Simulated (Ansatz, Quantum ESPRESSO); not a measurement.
# Tuning the work function of W(100), part 3 of 11

Which overlayers raise and which lower the work function of W(100), and does electronegativity predict it?

Quantum ESPRESSO 7.5; plane-wave DFT, PBE, GBRV ultrasoft pseudopotentials; geometry by Ansatz 0.2.0 with PAW datasets.

So far. Step 3 (Ground state, clean face): The run needed 25 iterations to bring the estimated error under 1e-07 Ry; the largest force on any atom, held or free, is 1.19 eV/Å. Step 3 (Ground state, clean face): Inside the slab this potential holds the local part of the pseudopotentials, which can be repulsive at the nuclei; only its value in the vacuum has a meaning of its own.

## Step 4: Projected density of states, clean face

projwfc.x splits the states by atom and orbital; the spilling says how much the atomic basis misses.

Input file clean.pdos.in:

```
&projwfc
  prefix = 'clean.esm'
  outdir = './out'
  filpdos = 'clean.pdos'
  Emin = -12.191
  Emax = -0.191
  DeltaE = 0.1
  ngauss = 0
  degauss = 0.01
/
```

Launch:

```bash
$ OMP_NUM_THREADS=1 mpirun -n 4 projwfc.x -in clean.pdos.in > clean.pdos.out
```

Numbers of over 12 decimals in the logs are rounded to 6 here.

Output:

```text
[banner, memory and clock lines left out]
Program PROJWFC v.7.5 starts

          URL

     ./out/clean.esm.save/

     IMPORTANT: XC functional enforced from input :
     Exchange-correlation= PBE
                           (   1   4   3   4   0   0   0)
     Any further DFT definition will be discarded
     Please, verify this is what you really want

     negative rho (up, down):  3.309E-01 0.000E+00

     Gaussian broadening (read from input): ngauss,degauss=   0    0.010000

     Calling projwave ....
     one sub-group per band group will be used

     linear algebra parallelized on   4 procs

  Problem Sizes
  natomwfc =           65
  nx       =           33
  nbnd     =           42
  nkstot   =           15
  npwx     =         1689
  nkb      =          130

     Atomic states used for projection
     (read from pseudopotential files):

     state #   1: atom   1 (W  ), wfc  1 (l=0 m= 1)
     state #   2: atom   1 (W  ), wfc  2 (l=1 m= 1)
     state #   3: atom   1 (W  ), wfc  2 (l=1 m= 2)
     state #   4: atom   1 (W  ), wfc  2 (l=1 m= 3)
     state #   5: atom   1 (W  ), wfc  3 (l=2 m= 1)
     state #   6: atom   1 (W  ), wfc  3 (l=2 m= 2)
     state #   7: atom   1 (W  ), wfc  3 (l=2 m= 3)
     state #   8: atom   1 (W  ), wfc  3 (l=2 m= 4)
     state #   9: atom   1 (W  ), wfc  3 (l=2 m= 5)
     state #  10: atom   1 (W  ), wfc  4 (l=0 m= 1)
     state #  11: atom   1 (W  ), wfc  5 (l=1 m= 1)
     state #  12: atom   1 (W  ), wfc  5 (l=1 m= 2)
     state #  13: atom   1 (W  ), wfc  5 (l=1 m= 3)
     state #  14: atom   2 (W  ), wfc  1 (l=0 m= 1)
     state #  15: atom   2 (W  ), wfc  2 (l=1 m= 1)
     state #  16: atom   2 (W  ), wfc  2 (l=1 m= 2)
     state #  17: atom   2 (W  ), wfc  2 (l=1 m= 3)
     state #  18: atom   2 (W  ), wfc  3 (l=2 m= 1)
     state #  19: atom   2 (W  ), wfc  3 (l=2 m= 2)
     state #  20: atom   2 (W  ), wfc  3 (l=2 m= 3)
     state #  21: atom   2 (W  ), wfc  3 (l=2 m= 4)
     state #  22: atom   2 (W  ), wfc  3 (l=2 m= 5)
     state #  23: atom   2 (W  ), wfc  4 (l=0 m= 1)
     state #  24: atom   2 (W  ), wfc  5 (l=1 m= 1)
     state #  25: atom   2 (W  ), wfc  5 (l=1 m= 2)
     state #  26: atom   2 (W  ), wfc  5 (l=1 m= 3)
     state #  27: atom   3 (W  ), wfc  1 (l=0 m= 1)
     state #  28: atom   3 (W  ), wfc  2 (l=1 m= 1)
     state #  29: atom   3 (W  ), wfc  2 (l=1 m= 2)
     state #  30: atom   3 (W  ), wfc  2 (l=1 m= 3)
     state #  31: atom   3 (W  ), wfc  3 (l=2 m= 1)
     state #  32: atom   3 (W  ), wfc  3 (l=2 m= 2)
     state #  33: atom   3 (W  ), wfc  3 (l=2 m= 3)
     state #  34: atom   3 (W  ), wfc  3 (l=2 m= 4)
     state #  35: atom   3 (W  ), wfc  3 (l=2 m= 5)
     state #  36: atom   3 (W  ), wfc  4 (l=0 m= 1)
     state #  37: atom   3 (W  ), wfc  5 (l=1 m= 1)
     state #  38: atom   3 (W  ), wfc  5 (l=1 m= 2)
     state #  39: atom   3 (W  ), wfc  5 (l=1 m= 3)
     state #  40: atom   4 (W  ), wfc  1 (l=0 m= 1)
     state #  41: atom   4 (W  ), wfc  2 (l=1 m= 1)
     state #  42: atom   4 (W  ), wfc  2 (l=1 m= 2)
     state #  43: atom   4 (W  ), wfc  2 (l=1 m= 3)
     state #  44: atom   4 (W  ), wfc  3 (l=2 m= 1)
     state #  45: atom   4 (W  ), wfc  3 (l=2 m= 2)
     state #  46: atom   4 (W  ), wfc  3 (l=2 m= 3)
     state #  47: atom   4 (W  ), wfc  3 (l=2 m= 4)
     state #  48: atom   4 (W  ), wfc  3 (l=2 m= 5)
     state #  49: atom   4 (W  ), wfc  4 (l=0 m= 1)
     state #  50: atom   4 (W  ), wfc  5 (l=1 m= 1)
     state #  51: atom   4 (W  ), wfc  5 (l=1 m= 2)
     state #  52: atom   4 (W  ), wfc  5 (l=1 m= 3)
     state #  53: atom   5 (W  ), wfc  1 (l=0 m= 1)
     state #  54: atom   5 (W  ), wfc  2 (l=1 m= 1)
     state #  55: atom   5 (W  ), wfc  2 (l=1 m= 2)
     state #  56: atom   5 (W  ), wfc  2 (l=1 m= 3)
     state #  57: atom   5 (W  ), wfc  3 (l=2 m= 1)
     state #  58: atom   5 (W  ), wfc  3 (l=2 m= 2)
     state #  59: atom   5 (W  ), wfc  3 (l=2 m= 3)
     state #  60: atom   5 (W  ), wfc  3 (l=2 m= 4)
     state #  61: atom   5 (W  ), wfc  3 (l=2 m= 5)
     state #  62: atom   5 (W  ), wfc  4 (l=0 m= 1)
     state #  63: atom   5 (W  ), wfc  5 (l=1 m= 1)
     state #  64: atom   5 (W  ), wfc  5 (l=1 m= 2)
     state #  65: atom   5 (W  ), wfc  5 (l=1 m= 3)

[... projections of each state ...]
Lowdin Charges:

     Atom #   1: total charge =  13.9192, s =  2.4293,
     Atom #   1: total charge =  13.9192, p =  6.8283, pz=  2.2077, px=  2.3103, py=  2.3103,
     Atom #   1: total charge =  13.9192, d =  4.6615, dz2=  0.7701, dxz=  1.0095, dyz=  1.0095, dx2-y2=  0.8899, dxy=  0.9825,
     Atom #   2: total charge =  14.0676, s =  2.3212,
     Atom #   2: total charge =  14.0676, p =  7.0818, pz=  2.3899, px=  2.3460, py=  2.3460,
     Atom #   2: total charge =  14.0676, d =  4.6646, dz2=  0.7489, dxz=  1.0814, dyz=  1.0814, dx2-y2=  0.7078, dxy=  1.0450,
     Atom #   3: total charge =  13.9567, s =  2.3051,
     Atom #   3: total charge =  13.9567, p =  7.0113, pz=  2.3354, px=  2.3379, py=  2.3379,
     Atom #   3: total charge =  13.9567, d =  4.6404, dz2=  0.7721, dxz=  1.0225, dyz=  1.0225, dx2-y2=  0.8036, dxy=  1.0197,
     Atom #   4: total charge =  14.0714, s =  2.3189,
     Atom #   4: total charge =  14.0714, p =  7.0691, pz=  2.3870, px=  2.3410, py=  2.3410,
     Atom #   4: total charge =  14.0714, d =  4.6834, dz2=  0.7431, dxz=  1.0877, dyz=  1.0877, dx2-y2=  0.7125, dxy=  1.0523,
     Atom #   5: total charge =  13.9246, s =  2.4093,
     Atom #   5: total charge =  13.9246, p =  6.8100, pz=  2.1968, px=  2.3066, py=  2.3066,
     Atom #   5: total charge =  13.9246, d =  4.7052, dz2=  0.8010, dxz=  1.0012, dyz=  1.0012, dx2-y2=  0.8365, dxy=  1.0653,
     Spilling Parameter:   0.0009

Note: The following floating-point exceptions are signalling: IEEE_DIVIDE_BY_ZERO IEEE_UNDERFLOW_FLAG IEEE_DENORMAL
Note: The following floating-point exceptions are signalling: IEEE_DIVIDE_BY_ZERO IEEE_UNDERFLOW_FLAG IEEE_DENORMAL
Note: The following floating-point exceptions are signalling: IEEE_DIVIDE_BY_ZERO IEEE_UNDERFLOW_FLAG IEEE_DENORMAL
Note: The following floating-point exceptions are signalling: IEEE_DIVIDE_BY_ZERO IEEE_UNDERFLOW_FLAG IEEE_DENORMAL
```

It took 3.1 s on 4 MPI ranks of Intel Xeon at 2.70GHz, shared host; peak memory 0.34 GiB.

This step gave:

| Item | Value |
| --- | --- |
| spilling of the projection | 9.00e-4 |

Projected DOS an atom over height of the atomic layer and energy from the Fermi level. Columns are the atomic layers from the bottom up.

Ten even steps from '0' (0.01 states/eV) to '9' (2.10 states/eV), each cell a mean:
```
83436
82316
71217
91218
93239
43123
44444
66656
55545
68786
36464
13331
58574
34343
13542
12431
12321
01110
00100
00000
00000
00000
```
Columns: height of the atomic layer (Å) from -3.12 to 3.12 (not evenly spaced); rows upwards: energy from the Fermi level (eV) from -8.00 to 1.30.

The atomic orbitals miss 0.1 % of the occupied states; for empty states the projections can miss much more.

## Step 5: Relaxation with Ansatz, O overlayer

Level of this step: plane-wave DFT, PBE, Ansatz PAW (Ansatz 0.2.0).

System of this step: W(100), 5 layers, one monolayer of O on hollow sites. The cell holds 6 atoms: 5 W and 1 O. Cell: a = 3.160 Å, b = 3.160 Å, c = 25.320 Å, α = 90.0°, β = 90.0°, γ = 90.0°. It derives from W. Vacuum lies along c.

Input file input.yaml:

```yaml
crystal:
  lattice:
    - [3.16, 0.0, 0.0]
    - [0.0, 3.16, 0.0]
    - [0.0, 0.0, 25.32]
  atoms:
    - { symbol: W, position: [0.0, 0.0, 0.3278041074] }
    - { symbol: W, position: [0.5, 0.5, 0.3902053712] }
    - { symbol: W, position: [0.0, 0.0, 0.4526066351] }
    - { symbol: W, position: [0.5, 0.5, 0.5150078989] }
    - { symbol: W, position: [0.0, 0.0, 0.5774091627] }
    - { symbol: O, position: [0.5, 0.5, 0.6053359708] }
kpoints:
  mp_grid: { grid: [8, 8, 1] }
hamiltonian:
  xc: pbe
scf:
  occupations: { method: fermi_dirac, width: 0.1 }
  convergence: { dr2_threshold: 1.0e-08 }
efield:
  axis: 3
  dipole_correction: true
  ramp_position: 0.97
  ramp_width: 0.04
relax:
  f_tol: 0.01
  constraints: [{ sites: [0, 1, 2] }]
output:
  write_potential: true
  write_density: true
  volumetric_format: npy
```

Launch:

```bash
$ ansatz run input.yaml --threads 4 --pin off --max-ram 8192MiB --backend cpu --events-out ev --progress --plain --runs-dir out
```

Output:

```text
[...]
Crystal: 6 atoms, lattice volume = 252.835 Å³
Basis set: ecut = 420 eV, 4957 PW (Γ), exchange–correlation on 48×48×360 points (8 copies of the dense FFT grid, shifted against one another)
Bands: 46, of which v1, the nominal top of the filled ones, is band 38 counted from 1 (37 counted from 0)
Symmetry: 8 space group operations
[...]
F+E_penalty+E_count = -52486.60165461 eV   max|allowed force component| = 7.404e-3 eV/Å
  atoms:
    - { symbol: W, position: [0.0, 0.0, 0.327804] }
    - { symbol: W, position: [0.500000, 0.500000, 0.390205] }
    - { symbol: W, position: [0.0, 0.0, 0.452607] }
    - { symbol: W, position: [0.500000, 0.500000, 0.515798] }
    - { symbol: W, position: [-2.4046973604835722e-18, 0, 0.575864] }
    - { symbol: O, position: [0.500000, 0.500000, 0.605103] }
[key lines of the parts left out:]
SCF converged after 7 iterations
Free energy (F): -52486.601655 eV
Fermi energy:    4.883610 eV
Dipole field:    D = 0.019925 V/Å  (p = 0.027840 e·Å, saw-weighted, corrected)
Work function:   Φ+ = 3.7428 eV   Φ− = 4.2473 eV
```

Run time: 22 s. Hardware: 4 threads; peak memory 0.66 GiB; 73 s of CPU time.

Relaxation path:

| step | energy less that of the first step (eV) | largest force component (eV/Å) |
| --- | --- | --- |
| 1 | 0.0000 | 0.5587 |
| 2 | -0.0090 | 0.3831 |
| 3 | -0.0160 | 0.0484 |
| 4 | -0.0160 | 0.0074 |

Forces are held to the 8 operations that the run works with; a distortion that breaks them can't arise in this run.

The atoms that moved most (Å):

| atom | dx | dy | dz | length |
| --- | --- | --- | --- | --- |
| W5 | 0.000 | 0.000 | -0.039 | 0.039 |
| W4 | 0.000 | 0.000 | 0.020 | 0.020 |
| O6 | 0.000 | 0.000 | -0.006 | 0.006 |

The relaxed structure:

```xyz
6
Lattice="3.1600 0.0000 0.0000 0.0000 3.1600 0.0000 0.0000 0.0000 25.3200" Properties=species:S:1:pos:R:3
W     0.0000    0.0000    8.3000
W     1.5800    1.5800    9.8800
W     0.0000    0.0000   11.4600
W     1.5800    1.5800   13.0600
W     0.0000    0.0000   14.5809
O     1.5800    1.5800   15.3212
```

The relaxation lowers the energy by 3 meV an atom. Held were the atoms numbered 1, 2 and 3; the forces quoted are those on the free ones.

Read from the output:

| Property | Result |
| --- | --- |
| free energy | -52486.6017 eV |
| energy at zero smearing | -52486.5124 eV |
| smearing term TS | 0.1786 eV |
| Fermi energy | 4.884 eV |
| work function of the upper face | 3.743 eV |
| work function of the lower face | 4.247 eV |
| dipole along the normal | 0.02784 e·Å |

[end of part 3 of 11]

[Logs are printed without paths, hosts, clocks, repeated set-up lines and the standing remarks that a program may print on its own settings, such as how far it seeks lower states.]

[Hosts, paths, dates, database ids (printed as entryN), source tags and the programs' standing remarks are cut or masked in the printed files.]

[Maps of the electrostatic potential energy from Ansatz leave out the sawtooth potential of an applied field or a dipole correction, so their vacuum need not be flat; planar profiles and work functions include it.]
